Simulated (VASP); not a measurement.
Here is a VASP 6.6.1 calculation.

The input INCAR:

```
SYSTEM = Zn
PREC = Accurate
ENCUT = 520
EDIFF = 1E-6
ISMEAR = -1
SIGMA = 0.1
LREAL = .False.
LASPH = .True.
NELM = 100
ALGO = Normal
ISIF = 2
LWAVE = .False.
LCHARG = .False.
METAGGA = MS2
LMIXTAU = .True.
NBANDS = 19
```

The input Zn.cif:

```cif
data_Zn
_cell_length_a 3.13807400
_cell_length_b 3.13807400
_cell_length_c 3.13807400
_cell_angle_alpha 90.00000000
_cell_angle_beta 90.00000000
_cell_angle_gamma 90.00000000
_space_group_name_H-M_alt 'Im-3m'
_space_group_name_Hall '-I 4 2 3'
_space_group_IT_number 229
loop_
_space_group_symop_operation_xyz
'x,y,z'
'-x,-y,-z'
'-y,x,z'
'y,-x,-z'
'-x,-y,z'
'x,y,-z'
'y,-x,z'
'-y,x,-z'
'x,-y,-z'
'-x,y,z'
'-y,-x,-z'
'y,x,z'
'-x,y,-z'
'x,-y,z'
'y,x,-z'
'-y,-x,z'
'z,x,y'
'-z,-x,-y'
'z,-y,x'
'-z,y,-x'
'z,-x,-y'
'-z,x,y'
'z,y,-x'
'-z,-y,x'
'-z,x,-y'
'z,-x,y'
'-z,-y,-x'
'z,y,x'
'-z,-x,y'
'z,x,-y'
'-z,y,x'
'z,-y,-x'
'y,z,x'
'-y,-z,-x'
'x,z,-y'
'-x,-z,y'
'-y,z,-x'
'y,-z,x'
'-x,z,y'
'x,-z,-y'
'-y,-z,x'
'y,z,-x'
'-x,-z,-y'
'x,z,y'
'y,-z,-x'
'-y,z,x'
'x,-z,y'
'-x,z,-y'
'x+1/2,y+1/2,z+1/2'
'-x+1/2,-y+1/2,-z+1/2'
'-y+1/2,x+1/2,z+1/2'
'y+1/2,-x+1/2,-z+1/2'
'-x+1/2,-y+1/2,z+1/2'
'x+1/2,y+1/2,-z+1/2'
'y+1/2,-x+1/2,z+1/2'
'-y+1/2,x+1/2,-z+1/2'
'x+1/2,-y+1/2,-z+1/2'
'-x+1/2,y+1/2,z+1/2'
'-y+1/2,-x+1/2,-z+1/2'
'y+1/2,x+1/2,z+1/2'
'-x+1/2,y+1/2,-z+1/2'
'x+1/2,-y+1/2,z+1/2'
'y+1/2,x+1/2,-z+1/2'
'-y+1/2,-x+1/2,z+1/2'
'z+1/2,x+1/2,y+1/2'
'-z+1/2,-x+1/2,-y+1/2'
'z+1/2,-y+1/2,x+1/2'
'-z+1/2,y+1/2,-x+1/2'
'z+1/2,-x+1/2,-y+1/2'
'-z+1/2,x+1/2,y+1/2'
'z+1/2,y+1/2,-x+1/2'
'-z+1/2,-y+1/2,x+1/2'
'-z+1/2,x+1/2,-y+1/2'
'z+1/2,-x+1/2,y+1/2'
'-z+1/2,-y+1/2,-x+1/2'
'z+1/2,y+1/2,x+1/2'
'-z+1/2,-x+1/2,y+1/2'
'z+1/2,x+1/2,-y+1/2'
'-z+1/2,y+1/2,x+1/2'
'z+1/2,-y+1/2,-x+1/2'
'y+1/2,z+1/2,x+1/2'
'-y+1/2,-z+1/2,-x+1/2'
'x+1/2,z+1/2,-y+1/2'
'-x+1/2,-z+1/2,y+1/2'
'-y+1/2,z+1/2,-x+1/2'
'y+1/2,-z+1/2,x+1/2'
'-x+1/2,z+1/2,y+1/2'
'x+1/2,-z+1/2,-y+1/2'
'-y+1/2,-z+1/2,x+1/2'
'y+1/2,z+1/2,-x+1/2'
'-x+1/2,-z+1/2,-y+1/2'
'x+1/2,z+1/2,y+1/2'
'y+1/2,-z+1/2,-x+1/2'
'-y+1/2,z+1/2,x+1/2'
'x+1/2,-z+1/2,y+1/2'
'-x+1/2,z+1/2,-y+1/2'
loop_
_atom_site_label
_atom_site_type_symbol
_atom_site_symmetry_multiplicity
_atom_site_Wyckoff_symbol
_atom_site_fract_x
_atom_site_fract_y
_atom_site_fract_z
_atom_site_occupancy
Zn1 Zn 2 a 0.0000000000 0.0000000000 0.0000000000 1
```

The input KPOINTS:

```
regular mesh
0
Gamma
  9 9 9
  0 0 0
```

The input POSCAR:

```
Zn
 1.0000000000000000
     3.1380740000000000    0.0000000000000000    0.0000000000000000
     0.0000000000000000    3.1380740000000000    0.0000000000000000
     0.0000000000000000    0.0000000000000000    3.1380740000000000
 Zn 
   2
Cartesian
  0.0000000000000000  0.0000000000000000  0.0000000000000000
  1.5690370000000000  1.5690370000000000  1.5690370000000000
```

The input KPOINTS_OPT:

```
path GXMGRX,MR
10
line-mode
reciprocal
 0.0000000000  0.0000000000  0.0000000000  G
 0.0000000000  0.5000000000  0.0000000000  X

 0.0000000000  0.5000000000  0.0000000000  X
 0.5000000000  0.5000000000  0.0000000000  M

 0.5000000000  0.5000000000  0.0000000000  M
 0.0000000000  0.0000000000  0.0000000000  G

 0.0000000000  0.0000000000  0.0000000000  G
 0.5000000000  0.5000000000  0.5000000000  R

 0.5000000000  0.5000000000  0.5000000000  R
 0.0000000000  0.5000000000  0.0000000000  X

 0.5000000000  0.5000000000  0.0000000000  M
 0.5000000000  0.5000000000  0.5000000000  R
```

Potentials or basis: VASP PAW PBE potentials, release 64 (Zn).

The run is started by

```sh
$ ase convert -i cif -o vasp Zn.cif POSCAR
$ cat potpaw_PBE.64/Zn/POTCAR > POTCAR
$ mpirun -np 1 vasp_std > vasp.out
```

Question: Predict the band gap along the path.

Answer: None (metal or under the smearing width).

Question: Predict the pressure.

Answer: -7.2 GPa.

Levels at the corners of the path, in eV from the Fermi level:
| point | band 8 | band 9 | band 10 | band 11 | band 12 | band 13 | band 14 | band 15 | band 16 | band 17 |
| --- | --- | --- | --- | --- | --- | --- | --- | --- | --- | --- |
| Γ | -7.38 | -7.09 | -7.09 | -7.09 | 4.14 | 4.14 | 4.14 | 7.58 | 8.45 | 8.45 |
| X | -7.65 | -7.47 | -7.47 | -5.87 | -5.87 | 8.91 | 8.91 | 8.91 | 8.91 | 10.75 |
| X | -7.65 | -7.47 | -7.47 | -5.87 | -5.87 | 8.91 | 8.91 | 8.91 | 8.91 | 10.75 |
| M | -7.35 | -7.01 | -7.01 | -2.78 | -2.78 | -1.05 | -1.05 | 11.34 | 11.34 | 12.69 |
| M | -7.35 | -7.01 | -7.01 | -2.78 | -2.78 | -1.05 | -1.05 | 11.34 | 11.34 | 12.69 |
| Γ | -7.38 | -7.09 | -7.09 | -7.09 | 4.14 | 4.14 | 4.14 | 7.58 | 8.45 | 8.45 |
| Γ | -7.38 | -7.09 | -7.09 | -7.09 | 4.14 | 4.14 | 4.14 | 7.58 | 8.45 | 8.45 |
| R | -7.34 | -7.34 | -7.34 | 1.91 | 1.91 | 2.20 | 2.20 | 2.20 | 2.20 | 2.20 |
| R | -7.34 | -7.34 | -7.34 | 1.91 | 1.91 | 2.20 | 2.20 | 2.20 | 2.20 | 2.20 |
| X | -7.65 | -7.47 | -7.47 | -5.87 | -5.87 | 8.91 | 8.91 | 8.91 | 8.91 | 10.75 |
| M | -7.35 | -7.01 | -7.01 | -2.78 | -2.78 | -1.05 | -1.05 | 11.34 | 11.34 | 12.69 |
| R | -7.34 | -7.34 | -7.34 | 1.91 | 1.91 | 2.20 | 2.20 | 2.20 | 2.20 | 2.20 |

Caveat: the PAW data sets were made with another functional, which shifts forces and pressure a little.
